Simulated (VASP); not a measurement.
**A VASP study of SrCl2 (PBE): structure first, properties next**

Wanted: the relaxed cell of SrCl2 and its properties. The steps: relaxing cell and atoms (PBE), second relaxation, density, ELF and potential (PBE), band structure (PBE), total and projected DOS (PBE), independent-particle dielectric function (PBE), zone-centre phonons (PBE) and ionic relaxation at fixed cell (PBE), changed input. The start is a cell from a database of measured crystal structures.

Method: PBE; plane waves and PAW (Sr_sv, Cl), in VASP 6.6.1.

### Step 1. Set-up

Before any relaxation, the start is as follows. It takes space group Fm-3m (No. 225, cubic). The conventional cell has a = 6.977 Å, b = 6.977 Å, c = 6.977 Å, α = 90.00°, β = 90.00°, γ = 90.00°. Nearest to Sr lie 8 Cl at 3.02 Å. Cl has 4 Sr at 3.02 Å nearest. Farther neighbours and most contacts between anions are not listed.

### Step 2. Relaxing cell and atoms (PBE)

The start need not lie at this functional's minimum. ISIF = 3 frees volume, shape and positions, and EDIFFG sets the threshold on forces and stress at which the search stops. PBE, the usual starting point, adds the gradient of the density.

File INCAR:

```
SYSTEM = SrCl2
PREC = Accurate
ENCUT = 400
EDIFF = 1E-06
NELM = 100
ISMEAR = 0
SIGMA = 0.05
LREAL = .FALSE.
ALGO = Normal
GGA = PE
NBANDS = 18
LORBIT = 11
LWAVE = .FALSE.
LCHARG = .FALSE.
KPAR = 2
IBRION = 2
NSW = 60
ISIF = 3
EDIFFG = -0.01
```

File POSCAR:

```
SrCl2
1.0
    0.0000000000      3.4883500000      3.4883500000
    3.4883500000      0.0000000000      3.4883500000
    3.4883500000      3.4883500000      0.0000000000
Sr Cl
1 2
Direct
    0.0000000000      0.0000000000      0.0000000000
    0.2500000000      0.2500000000      0.2500000000
    0.7500000000      0.7500000000      0.7500000000
```

File KPOINTS:

```
Automatic mesh
0
Gamma
6 6 6
0 0 0
```

PAW data sets: Sr_sv and Cl (PBE family, release 64).

The run is started by

```console
$ mpirun -np 2 vasp_std
```

Output:

```text
[banner, memory and clock lines left out]
running    2 mpi-ranks, on    1 nodes
 distrk:  each k-point on    1 cores,    2 groups
 distr:  one band on    1 cores,    1 groups

 POSCAR found type information on POSCAR SrCl
 POSCAR found :  2 types and       3 ions
 LDA part: xc-table for (Slater+PW92), standard interpolation
 POSCAR, INCAR and KPOINTS ok, starting setup
 FFT: planning ... GRIDC
 FFT: planning ... GRID_SOFT
 FFT: planning ... GRID
 WAVECAR not read
 entering main loop
       N       E                     dE             d eps       ncg     rms          rms(c)
DAV:   1     0.124674723062E+03    0.12467E+03   -0.99699E+03   576   0.975E+02
DAV:   2    -0.537643511157E+01   -0.13005E+03   -0.12695E+03   750   0.210E+02
DAV:   3    -0.128768871339E+02   -0.75005E+01   -0.74826E+01   802   0.518E+01
DAV:   4    -0.130546273622E+02   -0.17774E+00   -0.17759E+00   940   0.689E+00
DAV:   5    -0.130582350672E+02   -0.36077E-02   -0.36066E-02   838   0.749E-01    0.130E+01
DAV:   6    -0.127626221349E+02    0.29561E+00   -0.65407E-01   688   0.451E+00    0.838E+00
DAV:   7    -0.127716976601E+02   -0.90755E-02   -0.38557E-01   814   0.371E+00    0.206E+00
DAV:   8    -0.127770995685E+02   -0.54019E-02   -0.57699E-02   698   0.131E+00    0.359E-01
DAV:   9    -0.127784361459E+02   -0.13366E-02   -0.23012E-03   824   0.284E-01    0.129E-01
DAV:  10    -0.127796712646E+02   -0.12351E-02   -0.95229E-04   642   0.180E-01    0.360E-02
DAV:  11    -0.127797774478E+02   -0.10618E-03   -0.89070E-05   774   0.517E-02    0.414E-02
DAV:  12    -0.127797921653E+02   -0.14718E-04   -0.17352E-05   646   0.213E-02    0.390E-03
DAV:  13    -0.127797943135E+02   -0.21482E-05   -0.31008E-06   736   0.944E-03    0.419E-03
DAV:  14    -0.127797941677E+02    0.14583E-06   -0.53528E-07   516   0.453E-03
   1 F= -.12779794E+02 E0= -.12779794E+02  d E =-.127798E+02
 curvature:   0.00 expect dE= 0.000E+00 dE for cont linesearch  0.000E+00
 trial: gam= 0.00000 g(F)=  0.180E-48 g(S)=  0.152E-01 ort = 0.000E+00 (trialstep = 0.100E+01)
 search vector abs. value=  0.152E-01
 bond charge predicted
       N       E                     dE             d eps       ncg     rms          rms(c)
DAV:   1    -0.128883797336E+02   -0.10859E+00   -0.22536E+00   744   0.976E+00    0.223E+00
DAV:   2    -0.128063085311E+02    0.82071E-01   -0.21088E-01   704   0.260E+00    0.820E-01
DAV:   3    -0.127875258448E+02    0.18783E-01   -0.51542E-02  1012   0.125E+00    0.643E-01
DAV:   4    -0.127874840402E+02    0.41805E-04   -0.31159E-03  1054   0.297E-01    0.423E-01
DAV:   5    -0.127879770649E+02   -0.49302E-03   -0.32435E-03  1078   0.266E-01    0.639E-02
DAV:   6    -0.127879070225E+02    0.70042E-04   -0.21562E-04   944   0.917E-02    0.199E-02
DAV:   7    -0.127879072178E+02   -0.19526E-06   -0.23476E-05   762   0.246E-02    0.554E-03
DAV:   8    -0.127879074436E+02   -0.22585E-06   -0.51400E-07   600   0.390E-03
   2 F= -.12787907E+02 E0= -.12787907E+02  d E =-.811328E-02
 trial-energy change:   -0.008113  1 .order   -0.008223   -0.015176   -0.001270
 step:   1.0964(harm=  1.0914)  dis= 0.00000  next Energy=   -12.787969 (dE=-0.817E-02)
 bond charge predicted
       N       E                     dE             d eps       ncg     rms          rms(c)
DAV:   1    -0.127889090450E+02   -0.10018E-02   -0.21019E-02   742   0.943E-01    0.213E-01
DAV:   2    -0.127881484127E+02    0.76063E-03   -0.19642E-03   682   0.250E-01    0.766E-02
DAV:   3    -0.127879758587E+02    0.17255E-03   -0.49686E-04   996   0.124E-01    0.545E-02
DAV:   4    -0.127879716796E+02    0.41791E-05   -0.27611E-05  1056   0.280E-02    0.371E-02
DAV:   5    -0.127879707603E+02    0.91931E-06   -0.26249E-05  1084   0.236E-02    0.670E-03
DAV:   6    -0.127879702821E+02    0.47814E-06   -0.12797E-06   646   0.799E-03
   3 F= -.12787970E+02 E0= -.12787970E+02  d E =-.817611E-02
 curvature:  -0.54 expect dE=-0.861E-10 dE for cont linesearch -0.861E-10
 trial: gam=-0.00010 g(F)=  0.446E-49 g(S)=  0.158E-09 ort = 0.155E-05 (trialstep = 0.102E+01)
 search vector abs. value=  0.100E-09
 reached required accuracy - stopping structural energy minimisation
```

It took 10 s on 2 MPI ranks of AMD EPYC 9R45, shared host; peak memory 0.32 GiB; 19 s of CPU time.

The logs omit lines about the potential files and the build; timing stands in the text.

OUTCAR, selected parts (step 2):

```text
ion  position               nearest neighbor table
   1  0.000  0.000  0.000-   3 3.02   3 3.02   3 3.02   2 3.02   3 3.02   2 3.02   2 3.02   2 3.02

  LATTYP: Found a face centered cubic cell.
 ALAT       =     6.9767000000

 Subroutine GETGRP returns: Found 48 space group operations
 (whereof 48 operations were pure point group operations)

The static configuration has the point symmetry O_h .

 Found     16 irreducible k-points:

   k-points           NKPTS =     16   k-points in BZ     NKDIM =     16   number of bands    NBANDS=     18

   dimension x,y,z NGX =    32 NGY =   32 NGZ =   32
   dimension x,y,z NGXF=    64 NGYF=   64 NGZF=   64

   ENCUT  =  400.0 eV  29.40 Ry    5.42 a.u.   8.04  8.04  8.04*2*pi/ulx,y,z

   NELECT =      24.0000    total number of electrons

 k-points in reciprocal lattice and weights: Automatic mesh
   0.00000000  0.00000000  0.00000000       0.005
   0.16666667  0.00000000  0.00000000       0.037
   0.33333333  0.00000000  0.00000000       0.037
   0.50000000  0.00000000  0.00000000       0.019
   0.16666667  0.16666667  0.00000000       0.028
   0.33333333  0.16666667  0.00000000       0.111
   0.50000000  0.16666667  0.00000000       0.111
  -0.33333333  0.16666667  0.00000000       0.111
  -0.16666667  0.16666667  0.00000000       0.056
[...]
-0.33333333  0.33333333  0.16666667       0.111
  -0.33333333  0.50000000  0.16666667       0.056

 average (electrostatic) potential at core
       1 -39.0499       2 -93.2811       3 -93.2811

 E-fermi :   0.2659

 k-point     1 :       0.0000    0.0000    0.0000
  band No.  band energies     occupation
    ...
      8      -2.0620      2.00000
      9      -2.0620      2.00000
     10      -0.3620      2.00000
     11      -0.3620      2.00000
     12      -0.3620      2.00000
     13       5.1844      0.00000
     14       6.0659      0.00000
     15       6.0659      0.00000
     16       8.9471      0.00000
     17       8.9471      0.00000
    ...

 k-point     2 :       0.1667    0.0000    0.0000
  band No.  band energies     occupation
    ...
      8      -1.9656      2.00000
      9      -1.8898      2.00000
     10      -0.6606      2.00000
     11      -0.5032      2.00000
     12      -0.5032      2.00000
     13       5.7646      0.00000
     14       6.2580      0.00000
     15       6.2580      0.00000
     16       7.9222      0.00000
     17       8.6070      0.00000
    ...

 k-point     3 :       0.3333    0.0000    0.0000
  band No.  band energies     occupation
    ...
      8      -1.7206      2.00000
      9      -1.5627      2.00000
     10      -1.1577      2.00000
     11      -0.8192      2.00000
     12      -0.8192      2.00000
     13       6.5577      0.00000
     14       6.5577      0.00000
     15       6.7142      0.00000
     16       7.8355      0.00000
     17       8.4289      0.00000
    ...

  Total        0.0000573      0.0000573      0.0000573      0.0000000      0.0000000      0.0000000
  in kB        0.0010496      0.0010496      0.0010496      0.0000000      0.0000000      0.0000000
  external PRESSURE =       0.0010496 kB  Pullay stress =       0.0000000 kB

  energy-cutoff  :      400.00
  volume of cell :       87.44
      direct lattice vectors                 reciprocal lattice vectors
     0.000000000  3.522844470  3.522844470    -0.141930762  0.141930762  0.141930762
     3.522844470  0.000000000  3.522844470     0.141930762 -0.141930762  0.141930762
     3.522844470  3.522844470 -0.000000000     0.141930762  0.141930762 -0.141930762

 POSITION                                       TOTAL-FORCE (eV/Angst)
 -----------------------------------------------------------------------------------
      0.00000      0.00000      0.00000         0.000000      0.000000      0.000000
      1.76142      1.76142      1.76142         0.000000      0.000000      0.000000
      5.28427      5.28427      5.28427        -0.000000     -0.000000     -0.000000
 -----------------------------------------------------------------------------------
    total drift:                                0.000000     -0.000000      0.000000

  FREE ENERGIE OF THE ION-ELECTRON SYSTEM (eV)
  ---------------------------------------------------
  free  energy   TOTEN  =       -12.7879702821 eV

  energy  without entropy=      -12.7879702821  energy(sigma->0) =      -12.78797028

 reached required accuracy - stopping structural energy minimisation

 total charge
# of ion       s       p       d       tot
------------------------------------------
    1        1.995   5.763   0.143   7.902
    2        1.592   3.576   0.000   5.167
    3        1.592   3.576   0.000   5.167
--------------------------------------------------
tot          5.179  12.915   0.143  18.237

[... 3 further parts left out ...]
```

CONTCAR:

```
SrCl2
   1.00000000000000
     0.0000000000000000    3.5228444695671435    3.5228444695671435
     3.5228444695671435    0.0000000000000000    3.5228444695671435
     3.5228444695671435    3.5228444695671435   -0.0000000000000000
  Sr              Cl
     1     2
Direct
     0.0000000000000000    0.0000000000000000    0.0000000000000000
     0.2500000000000000    0.2500000000000000    0.2500000000000000
     0.7500000000000000    0.7500000000000000    0.7500000000000000
```

The gap is read on the k-mesh alone, so it is an upper bound where the band edges lie off the mesh. The run keeps the 48 symmetry operations of its start, so it cannot find a distortion of lower symmetry.

The steps of the relaxation:

| step | energy less that of the first step (eV) | largest force (eV/Å) | pressure (GPa) | volume (Å³) |
| --- | --- | --- | --- | --- |
| 1 | 0.0000 | 0.0000 | 1.06 | 84.90 |
| 2 | -0.0081 | 0.0000 | 0.09 | 87.21 |
| 3 | -0.0082 | 0.0000 | 0.00 | 87.44 |

| conventional cell, symmetrised | before | after | change |
| --- | --- | --- | --- |
| a (Å) | 6.977 | 7.046 | +1.0 % |
| b (Å) | 6.977 | 7.046 | +1.0 % |
| c (Å) | 6.977 | 7.046 | +1.0 % |
| volume (Å³/atom) | 28.30 | 29.15 | +3.0 % |

The relaxed structure:

```xyz
3
Lattice="0.0000 3.5228 3.5228 3.5228 0.0000 3.5228 3.5228 3.5228 0.0000" Properties=species:S:1:pos:R:3 pbc="T T T"
Sr    0.0000    0.0000    0.0000
Cl    1.7614    1.7614    1.7614
Cl    5.2843    5.2843    5.2843
```

This step gave:

```yaml
electrons: 24
bands: 18
irreducible_k_points: 16
symmetry_operations: 48
free_energy_toten: -12.79 eV
fermi_energy: 0.2659 eV
pressure: 1.05e-4 GPa
metallic: no
valence_top_at_k: 0.5, 0.5, 0
conduction_bottom_at_k: 0, 0, 0
least_direct_gap_at_k: 0.5, 0.5, 0
scf_cycles_over_all_ionic_steps: 28
gap_on_the_k_mesh: 5.221 eV
least_direct_gap_on_the_k_mesh: 5.514 eV
```

It ends with forces that vanish by symmetry and a pressure of 0.00 GPa. The volume lies +3.0 % from that of the database's start.

### Step 3. Second relaxation

A relaxation keeps the plane waves of the cell it began with, so it is repeated from the new cell, on a basis made for it.

INCAR is that of step 2.

File POSCAR:

```
SrCl2
1.0
    0.0000000000      3.5228444696      3.5228444696
    3.5228444696      0.0000000000      3.5228444696
    3.5228444696      3.5228444696      0.0000000000
Sr Cl
1 2
Direct
    0.0000000000      0.0000000000      0.0000000000
    0.2500000000      0.2500000000      0.2500000000
    0.7500000000      0.7500000000      0.7500000000
```

KPOINTS is that of step 2.

The run is started by

```console
$ mpirun -np 2 vasp_std
```

Output:

```text
[... set-up lines as in an earlier step ...]
 entering main loop
       N       E                     dE             d eps       ncg     rms          rms(c)
DAV:   1     0.130304896776E+03    0.13030E+03   -0.97635E+03   576   0.960E+02
DAV:   2    -0.457202426509E+01   -0.13488E+03   -0.13207E+03   758   0.209E+02
DAV:   3    -0.128101386728E+02   -0.82381E+01   -0.82175E+01   740   0.538E+01
DAV:   4    -0.130760171914E+02   -0.26588E+00   -0.26553E+00  1000   0.853E+00
DAV:   5    -0.130790756088E+02   -0.30584E-02   -0.30575E-02   804   0.808E-01    0.121E+01
DAV:   6    -0.127711437943E+02    0.30793E+00   -0.69062E-01   664   0.458E+00    0.788E+00
DAV:   7    -0.127790235212E+02   -0.78797E-02   -0.38366E-01   850   0.365E+00    0.215E+00
DAV:   8    -0.127863106213E+02   -0.72871E-02   -0.54001E-02   718   0.129E+00    0.353E-01
DAV:   9    -0.127876931145E+02   -0.13825E-02   -0.21664E-03   824   0.269E-01    0.126E-01
DAV:  10    -0.127889642456E+02   -0.12711E-02   -0.10027E-03   644   0.184E-01    0.366E-02
DAV:  11    -0.127890550609E+02   -0.90815E-04   -0.76572E-05   772   0.479E-02    0.413E-02
DAV:  12    -0.127890676581E+02   -0.12597E-04   -0.13263E-05   668   0.187E-02    0.661E-03
DAV:  13    -0.127890701958E+02   -0.25377E-05   -0.38981E-06   770   0.103E-02    0.457E-03
DAV:  14    -0.127890699823E+02    0.21351E-06   -0.58893E-07   500   0.455E-03
   1 F= -.12789070E+02 E0= -.12789070E+02  d E =-.127891E+02
 curvature:   0.00 expect dE= 0.000E+00 dE for cont linesearch  0.000E+00
 trial: gam= 0.00000 g(F)=  0.247E-49 g(S)=  0.609E-06 ort = 0.000E+00 (trialstep = 0.100E+01)
 search vector abs. value=  0.609E-06
 reached required accuracy - stopping structural energy minimisation
```

Elapsed: 5.2 s, on 2 MPI ranks; peak memory 0.29 GiB; 9.3 s of CPU time.

Parts of OUTCAR (step 3):

```text
  LATTYP: Found a face centered cubic cell.
 ALAT       =     7.0456889392

The static configuration has the point symmetry O_h .

 Found     16 irreducible k-points:

   ENCUT  =  400.0 eV  29.40 Ry    5.42 a.u.   8.12  8.12  8.12*2*pi/ulx,y,z

   NELECT =      24.0000    total number of electrons

 E-fermi :   0.2710

 k-point     1 :       0.0000    0.0000    0.0000
  band No.  band energies     occupation
    ...
      8      -2.0623      2.00000
      9      -2.0623      2.00000
     10      -0.3622      2.00000
     11      -0.3622      2.00000
     12      -0.3622      2.00000
     13       5.1847      0.00000
     14       6.0659      0.00000
     15       6.0659      0.00000
     16       8.9469      0.00000
     17       8.9469      0.00000
    ...

 k-point     2 :       0.1667    0.0000    0.0000
  band No.  band energies     occupation
    ...
      8      -1.9657      2.00000
      9      -1.8898      2.00000
     10      -0.6606      2.00000
     11      -0.5033      2.00000
     12      -0.5033      2.00000
     13       5.7649      0.00000
     14       6.2580      0.00000
     15       6.2580      0.00000
     16       7.9222      0.00000
     17       8.6070      0.00000
    ...

  Total       -0.0035517     -0.0035517     -0.0035517      0.0000000      0.0000000     -0.0000000
  in kB       -0.0650788     -0.0650788     -0.0650788      0.0000000      0.0000000     -0.0000000
  external PRESSURE =      -0.0650788 kB  Pullay stress =       0.0000000 kB

  energy-cutoff  :      400.00
  volume of cell :       87.44
      direct lattice vectors                 reciprocal lattice vectors
     0.000000000  3.522844470  3.522844470    -0.141930762  0.141930762  0.141930762
     3.522844470  0.000000000  3.522844470     0.141930762 -0.141930762  0.141930762
     3.522844470  3.522844470  0.000000000     0.141930762  0.141930762 -0.141930762

 POSITION                                       TOTAL-FORCE (eV/Angst)
 -----------------------------------------------------------------------------------
      0.00000      0.00000      0.00000         0.000000      0.000000      0.000000
      1.76142      1.76142      1.76142        -0.000000     -0.000000     -0.000000
      5.28427      5.28427      5.28427         0.000000      0.000000      0.000000
 -----------------------------------------------------------------------------------
    total drift:                                0.000000     -0.000000      0.000000

  FREE ENERGIE OF THE ION-ELECTRON SYSTEM (eV)
  ---------------------------------------------------
  free  energy   TOTEN  =       -12.7890699823 eV

  energy  without entropy=      -12.7890699823  energy(sigma->0) =      -12.78906998

 total charge
# of ion       s       p       d       tot
------------------------------------------
    1        1.995   5.764   0.143   7.902
    2        1.592   3.576   0.000   5.168
    3        1.592   3.576   0.000   5.168
--------------------------------------------------
tot          5.179  12.916   0.143  18.238

[... 5 parts as in an earlier step ...]

[... 6 further parts left out ...]
```

CONTCAR:

```
SrCl2
   1.00000000000000
     0.0000000000000000    3.5228444695999999    3.5228444695999999
     3.5228444695999999    0.0000000000000000    3.5228444695999999
     3.5228444695999999    3.5228444695999999    0.0000000000000000
  Sr              Cl
     1     2
Direct
     0.0000000000000000    0.0000000000000000    0.0000000000000000
     0.2500000000000000    0.2500000000000000    0.2500000000000000
     0.7500000000000000    0.7500000000000000    0.7500000000000000
```

Little changed from the start: no atom moved by 0.005 Å and no cell edge by 0.1 %.

Numbers from this step:

| Quantity | Value |
| --- | --- |
| Fermi energy | 0.271 eV |
| pressure | -0.006508 GPa |
| SCF cycles over all ionic steps | 14 |

It ends with forces that vanish by symmetry and a pressure of -0.01 GPa. The volume moved by under 0.01 %: the run met its threshold at the first step.

(Continued in part 2 of 5.)

[Lines on the potential files, build, host, timing and source positions are cut from VASP's logs without a mark.]

[Logs are printed without paths, hosts, clocks, repeated set-up lines and the standing remarks that a program may print on its own settings, such as how far it seeks lower states.]

[Hosts, paths, dates, database ids (printed as entryN), source tags and the programs' standing remarks are cut or masked in the printed files.]

[A measured line is paired with the nearest computed mode of its activity, which favours agreement.]
